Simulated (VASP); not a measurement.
Wanted: the native input for a VASP 6.6.1 run.

| Quantity | Value |
| --- | --- |
| Task | relaxation of cell and atoms |
| Functional | PBE |
| Potentials or basis | VASP PAW PBE potentials, release 64 (Rb_sv, Br) |
| Cutoff | 600 eV |
| k mesh | 6 × 6 × 6 |
| Occupations | gaussian, width 0.02 eV |
| Spin | no spin polarisation |
| Dipole correction | no |
| Further INCAR settings | ALGO = Fast; EDIFF = 1e-07; IBRION = 2; EDIFFG = -0.01; NSW = 100; ISIF = 3 |

The structure of RbBr lies in POSCAR:

```
RbBr
1.0
    0.0000000000      3.4559502600      3.4559502600
    3.4559502600      0.0000000000      3.4559502600
    3.4559502600      3.4559502600      0.0000000000
Rb Br
1 1
Direct
    0.0000000000      0.0000000000      0.0000000000
    0.5000000000      0.5000000000      0.5000000000
```

The cell is a database's computed one.

The input as run:

INCAR

```
SYSTEM = RbBr
  ALGO = Fast
  EDIFF = 1E-7
  EDIFFG = -0.01
  ENCUT = 600
  GGA = PE
  IBRION = 2
  ISIF = 3
  ISMEAR = 0
  LASPH = .TRUE.
  LCHARG = .FALSE.
  LREAL = .FALSE.
  LWAVE = .FALSE.
  NELM = 60
  NSW = 100
  PREC = Accurate
  SIGMA = 0.02
```

KPOINTS

```
k-points
0
G
  6 6 6
  0 0 0
```

Potentials or basis: VASP PAW PBE potentials, release 64 (Rb_sv, Br).

Launch:

```console
$ cat potpaw_PBE.64/Rb_sv/POTCAR potpaw_PBE.64/Br/POTCAR > POTCAR
$ mpirun -np 1 vasp_std > vasp.out
```

It gave:

```yaml
Relaxed_volume: 43.37 Å³/atom
Relaxed_cell: a = 4.969 Å, b = 4.969 Å, c = 4.969 Å, α = 60.00°, β = 60.00°, γ = 60.00°
Space_group_after_relaxing_to_0.05_Å: Fm-3m (No. 225)
Energy_gained_by_relaxing: 3.8 meV/atom
Ionic_steps: 3
Pressure_after_relaxing: 0.0 GPa
Band_gap_on_the_k_mesh: 4.18 eV, direct
```

Wall time 38 s on 1 thread of Intel(R) Xeon(R) 6975P-C (Granite Rapids) (shared host), peak memory 0.25 GiB.
